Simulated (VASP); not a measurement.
# TaH5 (P6/mmm) in VASP: a series of runs

The runs below take TaH5 through single point, relaxation of cell and atoms, with PBE.

Program: VASP 6.6.1. These are calculated values, not measurements. Logs are shortened: lines on timing, memory, paths and dates and some standing lists are left out, and cuts for length are marked.

## 1. The cell of the first run

It takes space group P6/mmm (No. 191, hexagonal). The conventional cell has a = 3.428 Å, b = 3.428 Å, c = 2.996 Å, α = 90.00°, β = 90.00°, γ = 120.00°. Around Ta (site symmetry 6/mmm) lie 6 H at 1.98 Å. H (site symmetry mmm) has 8 H at 1.71 to 1.80 Å as nearest neighbours. H (site symmetry -6m2) is surrounded by 9 H at 1.80 to 1.98 Å and 3 Ta at 1.98 Å.

The cell was built by a generator and needn't be a form met in nature.

## 2. Single point, PBE (species swapped into the KAu5 type (P6/mmm, No. 191))

INCAR

```
ALGO = Fast ; EDIFF = 1E-6
ENCUT = 520 ; GGA = PE
ISIF = 2 ; ISMEAR = 0
LASPH = True ; LCHARG = True
LELF = True ; LREAL = False
LVHAR = True ; LWAVE = False
NBANDS = 17 ; NELM = 80
PREC = Accurate ; SIGMA = 0.1
```

KPOINTS

```
k-points
0
Gamma
  12 12 12
```

POSCAR

```
TaH5
1.0
    3.4278169417      0.0000000000      0.0000000000
   -1.7139084708      2.9685765511      0.0000000000
    0.0000000000      0.0000000000      2.9955151348
Ta H
1 5
Direct
    0.0000000000      0.0000000000      0.0000000000
    0.5000000000      0.0000000000      0.5000000000
    0.5000000000      0.5000000000      0.5000000000
    0.0000000000      0.5000000000      0.5000000000
    0.3333333333      0.6666666667      0.0000000000
    0.6666666667      0.3333333333      0.0000000000
```

Potentials or basis: VASP PAW PBE potentials, release 64 (Ta_pv, H).

On the command line:

```
> cat potpaw_PBE.64/Ta_pv/POTCAR potpaw_PBE.64/H/POTCAR > POTCAR
> mpirun -np 1 vasp_std > vasp.out
```

OUTCAR:

```text
EDIFF = 1E-6
   ENCUT = 520
   GGA = PE
   ISIF = 2
   ISMEAR = 0
   LASPH = True
   LREAL = False
   NELM = 80
   PREC = Accurate

 ion  position               nearest neighbor table
   1  0.000  0.000  0.000-   5 1.98   6 1.98   6 1.98   5 1.98   6 1.98   5 1.98
   2  0.500  0.000  0.500-
   3  0.500  0.500  0.500-
   4  0.000  0.500  0.500-
   5  0.333  0.667  0.000-   1 1.98   1 1.98   1 1.98
   6  0.667  0.333  0.000-   1 1.98   1 1.98   1 1.98

  LATTYP: Found a hexagonal cell.
 ALAT       =     3.4278169417
 C/A-ratio  =     0.8738842201

  Lattice vectors:

 A1 = (   3.4278169417,   0.0000000000,   0.0000000000)
 A2 = (  -1.7139084708,   2.9685765511,   0.0000000000)
 A3 = (   0.0000000000,   0.0000000000,   2.9955151348)

Analysis of symmetry for initial positions (statically):
=====================================================================
 Subroutine PRICEL returns:
 Original cell was already a primitive cell.

 Routine SETGRP: Setting up the symmetry group for a
 hexagonal supercell.

 Subroutine GETGRP returns: Found 24 space group operations
 (whereof 24 operations were pure point group operations)
 out of a pool of 24 trial point group operations.

The static configuration has the point symmetry D_6h.

Analysis of symmetry for dynamics (positions and initial velocities):
=====================================================================
 Subroutine PRICEL returns:
 Original cell was already a primitive cell.

 Routine SETGRP: Setting up the symmetry group for a
 hexagonal supercell.

 Subroutine GETGRP returns: Found 24 space group operations
 (whereof 24 operations were pure point group operations)
 out of a pool of 24 trial point group operations.

The dynamic configuration has the point symmetry D_6h.

 Subroutine INISYM returns: Found 24 space group operations
 (whereof 24 operations are pure point group operations),
 and found     1 'primitive' translations

----------------------------------------------------------------------------------------

                                     Primitive cell

  volume of cell :      30.4816

  direct lattice vectors                    reciprocal lattice vectors
     3.427816942  0.000000000  0.000000000     0.291730865  0.168430893  0.000000000
    -1.713908471  2.968576551  0.000000000     0.000000000  0.336861786  0.000000000
     0.000000000  0.000000000  2.995515135     0.000000000  0.000000000  0.333832398

  length of vectors
     3.427816942  3.427816942  2.995515135     0.336861786  0.336861786  0.333832398

  position of ions in fractional coordinates (direct lattice)
     0.000000000  0.000000000  0.000000000
     0.500000000  0.000000000  0.500000000
     0.500000000  0.500000000  0.500000000
     1.000000000  0.500000000  0.500000000
     0.333333333  0.666666667  0.000000000
     0.666666667  0.333333333  0.000000000

  ion indices of the primitive-cell ions
   primitive index   ion index
                 1           1
                 2           2
                 3           3
                 4           4
                 5           5
                 6           6

----------------------------------------------------------------------------------------

 KPOINTS: k-points

Automatic generation of k-mesh.
 Grid dimensions read from file:
 generate k-points for:   12   12   12

 Generating k-lattice:

  Cartesian coordinates                     Fractional coordinates (reciprocal lattice)
     0.024310905  0.014035908  0.000000000     0.083333333 -0.000000000  0.000000000
     0.000000000  0.028071816  0.000000000     0.000000000  0.083333333  0.000000000
     0.000000000  0.000000000  0.027819366     0.000000000  0.000000000  0.083333333

  Length of vectors
     0.028071816  0.028071816  0.027819366

  Shift w.r.t. Gamma in fractional coordinates (k-lattice)
     0.000000000  0.000000000  0.000000000

 Subroutine IBZKPT returns following result:
 ===========================================

 Found    133 irreducible k-points:

 Following reciprocal coordinates:
            Coordinates               Weight
  0.000000  0.000000  0.000000      1.000000
  0.083333 -0.000000  0.000000      6.000000
  0.166667 -0.000000  0.000000      6.000000
  0.250000 -0.000000  0.000000      6.000000
  0.333333 -0.000000  0.000000      6.000000
  0.416667 -0.000000  0.000000      6.000000
[... 16 lines left out ...]
  0.250000 -0.000000  0.083333     12.000000
  0.333333 -0.000000  0.083333     12.000000
 [... further k-points ...]
   k-points           NKPTS =    133   k-points in BZ     NKDIM =    133   number of bands    NBANDS=     17
   number of dos      NEDOS =    301   number of ions     NIONS =      6
   total plane-waves  NPLWV =  18816
   dimension x,y,z NGX =    28 NGY =   28 NGZ =   24
   dimension x,y,z NGXF=    56 NGYF=   56 NGZF=   48
   ions per type =               1   5
   NGX,Y,Z   is equivalent  to a cutoff of  13.58, 13.58, 13.32 a.u.
   NGXF,Y,Z  is equivalent  to a cutoff of  27.16, 27.16, 26.64 a.u.
 SYSTEM =  unknown system
   PREC   = accura    normal or accurate (medium, high low for compatibility)
   ISTART =      0    job   : 0-new  1-cont  2-samecut
   ICHARG =      2    charge: 1-file 2-atom 10-const
   ISPIN  =      1    spin polarized calculation?
   LNONCOLLINEAR =      F non collinear calculations
   LSORBIT =      F    spin-orbit coupling
   LASPH  =      T    aspherical Exc in radial PAW
   ENCUT  =  520.0 eV  38.22 Ry    6.18 a.u.   6.37  6.37  5.57*2*pi/ulx,y,z
   NELM   =     80;   NELMIN=  2; NELMDL= -5     # of ELM steps
   EDIFF  = 0.1E-05   stopping-criterion for ELM
   LREAL  =      F    real-space projection
   EDIFFG = 0.1E-04   stopping-criterion for IOM
   NSW    =      0    number of steps for IOM
   IBRION =     -1    ionic relax: 0-MD 1-quasi-New 2-CG
   NFREE  =      0    steps in history (QN), initial steepest desc. (CG)
   ISIF   =      2    stress and relaxation
   ISYM   =      2    0-nonsym 1-usesym 2-fastsym
   POTIM  = 0.5000    time-step for ionic-motion
   TEBEG  =    0.0;   TEEND  =   0.0 temperature during run
   PSTRESS=    0.0 pullay stress
   NELECT =      16.0000    total number of electrons
   NUPDOWN=      -1.0000    fix difference up-down
   EMIN   =  10.00;   EMAX   =-10.00  energy-range for DOS
   EFERMI =   0.00;   METHOD = LEGACY
   ISMEAR =     0;   SIGMA  =   0.10  broadening in eV -4-tet -1-fermi 0-gaus
   EFERMI_NEDOS =   21; number of points for ismear=-14 and -15
   IALGO  =     68    algorithm
   IMIX   =      4    mixing-type and parameters
     AMIX     =   0.40;   BMIX     =  1.00
     AMIX_MAG =   1.60;   BMIX_MAG =  1.00
  volume/ion in A,a.u.               =       5.08        34.28
  Fermi-wavevector in a.u.,A,eV,Ry     =   1.320593  2.495559 23.728100  1.743966
  Thomas-Fermi vector in A             =   2.450408
   LORBIT       =      0    0 simple, 1 ext, 2 COOP (PROOUT), +10 PAW based schemes
   GGA     = PE    functional components
   LHFCALC =     F    Hartree Fock is set to
   AEXX    =    0.0000 exact exchange contribution
   IVDW    =     0    specifies the selected vdW correction
   LEPSILON=     F    determine dielectric tensor
   LRPA    =     F    only Hartree local field effects (RPA)
 non-spin polarized calculation
 RMM-DIIS sequential band-by-band and
 Gauss-broadening in eV      SIGMA  =   0.10
  energy-cutoff  :      520.00
  volume of cell :       30.48
 maximum number of plane-waves:       839
 NGX is ok and might be reduce to    28
   NGX = 13   NGY = 13   NGZ = 11

 number of electron      16.0000001 magnetization

 Free energy of the ion-electron system (eV)
  ---------------------------------------------------
  ext. energy  EPLUGINS =         0.00000000
  ---------------------------------------------------
  free energy    TOTEN  =       -26.08054153 eV

  energy without entropy =      -26.07720986  energy(sigma->0) =      -26.07887570

 E-fermi :   5.6352     XC(G=0): -12.2121

 val. band max:        5.6343475203   @ k =   0.2500   0.1667   0.0833
 cond. band min:       5.6393295620   @ k =   0.2500  -0.0000   0.4167
 fundamental gap:      0.0049820418
 Fermi energy:         5.6351601744

 k-point     1 :       0.0000    0.0000    0.0000
  band No.  band energies     occupation
      1     -29.7526      2.00000
      2     -29.7526      2.00000
      3     -29.4227      2.00000
      4      -8.5188      2.00000
      5       0.2964      2.00000
      6       2.0084      2.00000
[... 9 lines left out ...]
     16      14.6231      0.00000
     17      21.8605      0.00000

 k-point     2 :       0.0833   -0.0000    0.0000
  band No.  band energies     occupation
      1     -29.7717      2.00000
      2     -29.7566      2.00000
      3     -29.4212      2.00000
      4      -8.3652      2.00000
      5       0.3961      2.00000
      6       1.0746      2.00000
[... 9 lines left out ...]
     16      15.2979      0.00000
     17      22.1319      0.00000

 k-point     3 :       0.1667   -0.0000    0.0000
  band No.  band energies     occupation
      1     -29.8234      2.00000
      2     -29.7675      2.00000
      3     -29.4172      2.00000
      4      -7.9184      2.00000
      5      -0.2571      2.00000
      6       0.6766      2.00000
[... 392 lines left out ...]
 k-point    23 :       0.2500   -0.0000    0.0833
  band No.  band energies     occupation
      1     -29.8888      2.00000
      2     -29.7787      2.00000
      3     -29.4482      2.00000
      4      -7.1020      2.00000
      5      -1.3697      2.00000
      6       1.0648      2.00000
[... 9 lines left out ...]
     16      18.1591      0.00000
     17      21.5664      0.00000

 k-point    24 :       0.3333   -0.0000    0.0833
  band No.  band energies     occupation
      1     -29.9568      2.00000
      2     -29.7934      2.00000
      3     -29.4421      2.00000
      4      -6.2308      2.00000
      5      -2.4074      2.00000
      6       1.4535      2.00000
[... 9 lines left out ...]
     16      19.5954      0.00000
     17      21.3084      0.00000

 [... further k-points ...]

------------------------ aborting loop because EDIFF is reached ----------------------------------------

  FORCE on cell =-STRESS in cart. coord.  units (eV):
  Direction    XX          YY          ZZ          XY          YZ          ZX
  --------------------------------------------------------------------------------------
  -------------------------------------------------------------------------------------
  Total        0.0091063      0.0091063     -0.0282952      0.0000000      0.0000000     -0.0000000
  in kB        0.4786490      0.4786490     -1.4872554      0.0000000      0.0000000     -0.0000000
  external PRESSURE =      -0.1766525 kB  Pullay stress =       0.0000000 kB

 VOLUME and BASIS-vectors are now :
 -----------------------------------------------------------------------------
  energy-cutoff  :      520.00
  volume of cell :       30.48
      direct lattice vectors                 reciprocal lattice vectors
     3.427816942  0.000000000  0.000000000     0.291730865  0.168430893  0.000000000
    -1.713908471  2.968576551  0.000000000     0.000000000  0.336861786  0.000000000
     0.000000000  0.000000000  2.995515135     0.000000000  0.000000000  0.333832398

 POSITION                                       TOTAL-FORCE (eV/Angst)
 -----------------------------------------------------------------------------------
      0.00000      0.00000      0.00000        -0.000000      0.000000      0.000000
      1.71391      0.00000      1.49776        -0.000000      0.000000      0.000000
      0.85695      1.48429      1.49776        -0.000000      0.000000      0.000000
     -0.85695      1.48429      1.49776        -0.000000      0.000000      0.000000
     -0.00000      1.97905      0.00000         0.000000      0.000000      0.000000
      1.71391      0.98953      0.00000        -0.000000     -0.000000     -0.000000
 -----------------------------------------------------------------------------------
    total drift:                               -0.000000      0.000000     -0.000000

  FREE ENERGIE OF THE ION-ELECTRON SYSTEM (eV)
  ---------------------------------------------------
  free  energy   TOTEN  =       -26.0805415293 eV

  energy  without entropy=      -26.0772098638  energy(sigma->0) =      -26.07887570
```

Run time: 38 s. Hardware: 1 thread of Intel Xeon Platinum 8488C (Sapphire Rapids), shared host; peak memory 0.19 GiB.

Results:

```
Free energy            : -26.0805 eV
Pressure               : 0.0 GPa
Band gap on the k mesh : none (metal or under the smearing width)
```

## 3. Relaxation of cell and atoms, PBE (species swapped into the KAu5 type (P6/mmm, No. 191))

INCAR

```
PREC = Accurate ; ENCUT = 600
EDIFF = 1E-7 ; ISMEAR = 0
SIGMA = 0.1 ; LREAL = False
LASPH = True ; NELM = 60
ALGO = Normal ; ISIF = 3
LWAVE = False ; LCHARG = False
GGA = PE ; IBRION = 2
NSW = 100 ; EDIFFG = -0.01
```

KPOINTS

```
regular mesh
0
Gamma
  12 12 12
```

POSCAR, as its differences from that of step 2:

```diff
@@ -2,5 +2,5 @@
 1.0
-    3.4278169417      0.0000000000      0.0000000000
-   -1.7139084708      2.9685765511      0.0000000000
-    0.0000000000      0.0000000000      2.9955151348
+    3.4524051803      0.0000000000      0.0000000000
+   -1.7262025901      2.9898705903      0.0000000000
+    0.0000000000      0.0000000000      2.9483328754
 Ta H
```

Potentials or basis: VASP PAW PBE potentials, release 64 (Ta_pv, H).

On the command line:

```
> cat potpaw_PBE.64/Ta_pv/POTCAR potpaw_PBE.64/H/POTCAR > POTCAR
> mpirun -np 1 vasp_std > vasp.out
```

It took 57 s on 1 thread of Intel Xeon Platinum 8488C (Sapphire Rapids), shared host; peak memory 0.2 GiB.

It converged, with:

```yaml
Free_energy: -26.0829 eV
Relaxed_volume: 5.08 Å³/atom
Relaxed_cell: a = 3.428 Å, b = 3.428 Å, c = 2.995 Å, α = 90.00°, β = 90.00°, γ = 120.00°
Space_group_after_relaxing_to_0.05_Å: P6/mmm (No. 191)
Energy_gained_by_relaxing: 1.7 meV/atom
Ionic_steps: 3
Pressure_after_relaxing: 0.2 GPa
Band_gap_on_the_k_mesh: none (metal or under the smearing width)
```

Stress tensor (GPa, compression positive):
```
0.23 0.00 0.00
0.00 0.23 0.00
0.00 0.00 0.08
```

The path:
```
step  energy change (eV)  largest force (eV/Å)  pressure (GPa)  volume (Å³)
   1              0.0000                0.0000            0.19        30.43
   2             -0.0078                0.0000            0.15        30.46
   3             -0.0104                0.0000            0.18        30.48
```

Final structure:
```xyz
6
Lattice="3.4280 0.0000 0.0000 -1.7140 2.9687 0.0000 0.0000 0.0000 2.9952" Properties=species:S:1:pos:R:3 pbc="T T T"
Ta   -1.7140    2.9687    0.0000
H     0.0000    2.9687    1.4976
H     0.8570    1.4844    1.4976
H    -0.8570    1.4844    1.4976
H     0.0000    1.9791    0.0000
H     1.7140    0.9896    0.0000
```

Levels at points of the mesh, in eV from the Fermi level:
| k point | band 6 | band 7 | band 8 | band 9 | band 10 | band 11 |
| --- | --- | --- | --- | --- | --- | --- |
| (0.00, 0.00, 0.00) | -3.63 | -3.63 | -1.58 | 2.61 | 2.61 | 4.81 |
| (0.50, 0.00, 0.00) | -4.22 | -0.76 | 0.29 | 1.15 | 1.78 | 1.98 |
| (0.00, 0.00, 0.50) | -1.25 | -1.25 | -0.64 | -0.64 | -0.48 | 1.50 |
| (0.50, 0.00, 0.50) | -5.78 | -4.77 | -3.28 | 2.20 | 2.98 | 5.96 |

Spin-orbit coupling is left out, which matters for the levels of Ta.

## 4. Single point, PBE (species swapped into the KAu5 type (P6/mmm, No. 191))

INCAR

```
PREC = Accurate
ENCUT = 520
EDIFF = 1E-6
ISMEAR = 0
SIGMA = 0.1
LREAL = False
LASPH = True
NELM = 60
ALGO = Normal
ISIF = 2
LWAVE = False
LCHARG = True
GGA = PE
LELF = True
LVHAR = True
NBANDS = 17
```

KPOINTS

```
regular mesh
0
Gamma
  6 6 6
```

POSCAR

```
TaH5
1.0
    4.1913431000      0.0000000000      0.0000000000
   -2.0956715500      3.6298096000      0.0000000000
    0.0000000000      0.0000000000      3.3179927700
Ta H
1 5
Direct
    0.0000000000      0.0000000000      0.0000000000
    0.5000000000      0.0000000000      0.5000000000
    0.5000000000      0.5000000000      0.5000000000
    0.0000000000      0.5000000000      0.5000000000
    0.3333333300      0.6666666700      0.0000000000
    0.6666666700      0.3333333300      0.0000000000
```

On the command line:

```
> cat potpaw_PBE.64/Ta_pv/POTCAR potpaw_PBE.64/H/POTCAR > POTCAR
> mpirun -np 1 vasp_std > vasp.out
```

Wall time 11 s (1 thread of Intel Xeon Platinum 8488C (Sapphire Rapids), shared host); peak memory 0.18 GiB.

The run converged. Its results:

```
Free energy            : -22.6209 eV
Pressure               : -35.8 GPa
Band gap on the k mesh : none (metal or under the smearing width)
```

Stress tensor (GPa, compression positive):
```
-39.14   0.00   0.00
  0.00 -39.14   0.00
  0.00   0.00 -29.13
```

Levels at points of the mesh, in eV from the Fermi level:
| k point | band 4 | band 5 | band 6 | band 7 | band 8 | band 9 | band 10 | band 11 | band 12 | band 13 |
| --- | --- | --- | --- | --- | --- | --- | --- | --- | --- | --- |
| (0.00, 0.00, 0.00) | -9.74 | -2.72 | -2.43 | -2.43 | -1.08 | 1.47 | 1.47 | 2.86 | 3.60 | 3.60 |
| (0.50, 0.00, 0.00) | -7.23 | -6.83 | -2.75 | -1.10 | 0.44 | 0.55 | 0.82 | 1.34 | 1.80 | 3.48 |
| (0.00, 0.00, 0.50) | -6.70 | -6.21 | -0.60 | -0.60 | -0.47 | -0.47 | -0.25 | 0.70 | 0.70 | 3.49 |
| (0.50, 0.00, 0.50) | -5.48 | -4.36 | -4.06 | -3.10 | -2.13 | 0.85 | 0.96 | 2.94 | 3.32 | 3.84 |

Caveat: a pressure of tens of GPa on the cell as given is suspect, and the run, the potentials or the cell itself is likely at fault. Spin-orbit coupling is left out, which matters for the levels of Ta.

## 5. Summary

| task | cell | k mesh | cutoff (eV) | gap on the mesh (eV) | pressure (GPa) |
| --- | --- | --- | --- | --- | --- |
| single point | species swapped into the KAu5 type (P6/mmm, No. 191) | 12 × 12 × 12 | 520 | none | 0.0 |
| relaxation of cell and atoms | relaxed from: species swapped into the KAu5 type (P6/mmm, No. 191) | 12 × 12 × 12 | 600 | none | 0.2 |
| single point | species swapped into the KAu5 type (P6/mmm, No. 191) | 6 × 6 × 6 | 520 | none | -35.8 |

Alike in all rows: level PBE; potentials or basis VASP PAW PBE potentials, release 64 (Ta_pv, H); no spin polarisation; smearing gaussian 0.1 eV.

Caveats: a pressure of tens of GPa on the cell as given is suspect, and the run, the potentials or the cell itself is likely at fault (some runs).

Total energies depend on the potentials used, so only differences within one code and one set of settings carry meaning.
